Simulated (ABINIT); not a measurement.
Set up this calculation in ABINIT 10.8.3 (patched build), as the native input.

```
Task                : equation of state
Functional          : PBEsol
Potentials or basis : JTH PAW PBE v2.0
Cutoff              : 463 eV
k mesh              : 11 × 11 × 11
Occupations         : fermi-dirac, width 0.05 eV
Spin                : no spin polarisation
Fine-grid cutoff    : 925.187 eV
```

The system is Ag.

```xyz
1
Lattice="-1.6557 1.6557 1.6557 1.6557 -1.6557 1.6557 1.6557 1.6557 -1.6557" Properties=species:S:1:pos:R:3 pbc="T T T"
Ag    0.0000    0.0000    0.0000
```

This isn't the form of Ag at room conditions, which is fcc.

One way to write it, as run:

run.abi

```
# Datasets: one volume each
ndtset 7
getwfk -1
scalecart1 3*0.9795861087
scalecart2 3*0.9864848297
scalecart3 3*0.9932883884
scalecart4 3*1.0000000000
scalecart5 3*1.0066227096
scalecart6 3*1.0131594038
scalecart7 3*1.0196128224

# Pseudopotentials
pp_dirpath "./"
pseudos "Ag.GGA_PBE-JTH.xml"

# Structure
acell 5.4191238562 5.4191238562 5.4191238562
rprim
    -0.5773502692     0.5773502692     0.5773502692
     0.5773502692    -0.5773502692     0.5773502692
     0.5773502692     0.5773502692    -0.5773502692
ntypat 1
znucl 47
natom 1
typat 1
xred
     0.0000000000     0.0000000000     0.0000000000

# Plane-wave basis
ecut 462.593566 eV
pawecutdg 34.0
pawxcdev 0

# k points
kptopt 1
ngkpt 11 11 11
nshiftk 1
shiftk 0.0 0.0 0.0

# Exchange and correlation
ixc -116133

# Bands and occupations
nband 10
occopt 3
tsmear 0.00183747

# SCF cycle
nstep 100
tolvrs 1.0e-9

# Output
iomode 3
prtwf 1
prtden 0
prteig 0
prtebands 0
```

Potentials or basis: JTH PAW PBE v2.0.

The run is started by

```sh
$ abinit run.abi > log 2>&1
```

It gave:

The equilibrium volume is 16.82 Å³/atom (rough: see the caveat) and the bulk modulus is 115 GPa (rough).

Caveat: pressures at fixed basis lie under the slope of the energies; the minimum lies outside the volumes run; the PAW data sets were made with another functional, which shifts forces and pressure a little.

It took 29 s on 1 thread of Intel(R) Xeon(R) 6975P-C (Granite Rapids) (shared host), peak memory 0.12 GiB.
